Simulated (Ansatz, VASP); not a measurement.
# Two plane-wave programs on PbSe

```xyz
4
Lattice="4.3845 0.0287 -0.0889 0.0185 4.7826 0.2651 -2.4432 -1.6856 11.9410" Properties=species:S:1:pos:R:3 pbc="T T T"
Pb    1.9962    2.9661    7.4388
Pb    0.0088    0.2095    4.6512
Se   -0.2399    0.5012    7.4959
Se    2.0278    2.7497    4.6371
```

Alike in both runs: task single point; functional PBE; k mesh 6 × 6 × 6; occupations gaussian, width 0.02 eV; no spin polarisation.

|  | VASP | Ansatz |
| --- | --- | --- |
| version | VASP 6.6.1 | Ansatz 0.2.0 |
| potentials or method | VASP PAW PBE potentials, release 64 (Pb_d, Se) | scalar-relativistic, plane waves, PAW |
| plane-wave cutoff (eV) | 520 | 420 |
| valence electrons in the cell | 40 | 60 |

```csv
,VASP,Ansatz,Ansatz less VASP
gap on the k mesh at the Fermi level (eV),0.97,0.97,+0.002
least direct gap on the mesh (eV),1.39,1.40,+0.002
rms of the force components (eV/Å),0.202,0.203,+0.0016
```

Atom by atom the forces differ by 0.005 eV/Å (rms over components). With one functional, cell and mesh, what is left measures potentials, basis and numerics. The two sets of potentials don't hold the same shells in valence.

Caveats: spin-orbit coupling is left out, which as a rule narrows the gap of such compounds by several tenths of an eV.
